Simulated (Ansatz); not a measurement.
Here is an Ansatz 0.2.0 calculation.

input.yaml

```yaml
crystal:
  lattice:
    - [2.76919, 0.0, 0.0]
    - [0.0, 2.76919, 0.0]
    - [0.0, 0.0, 2.76919]
  atoms:
    - { symbol: Al, position: [0.5, 0.5, 0.5] }
    - { symbol: O, position: [0.0, 0.0, 0.0] }
hamiltonian:
  xc: r2scan
  pseudopotentials: { kind: paw }
kpoints:
  mp_grid: { grid: [10, 10, 10] }
scf:
  occupations: { method: fermi_dirac, width: 0.05 }
output:
  forces: true
  stress: true
  eigenvalues: true
relax:
  f_tol: 0.01
  max_steps: 40
  cell: { stress_tol: 0.05 }
```

Potentials or basis: Ansatz PAW.

Command:

```bash
$ ansatz run input.yaml --threads 2 --pin off --max-ram 5632MiB --backend cpu --events-out ev --progress --plain --runs-dir out
```

Problem. Predict the space group after relaxing (to 0.05 Å).

Solution. Pm-3m (No. 221).

Problem. Predict the band gap on the k mesh.

Solution. None (metal or under the smearing width).

Problem. Predict the relaxed volume.

Solution. 10.32 Å³/atom.

Final structure:
```xyz
2
Lattice="2.7431 0.0000 0.0000 0.0000 2.7431 0.0000 0.0000 0.0000 2.7431" Properties=species:S:1:pos:R:3 pbc="T T T"
Al    1.3716    1.3716    1.3716
O     0.0000    0.0000    0.0000
```

Caveat: an odd number of electrons without spin polarisation forces a metal; a magnetic or distorted state may lie lower; the PAW data sets come from PBE, with cores solved anew for the run's functional, which leaves a small shift of forces and pressure.
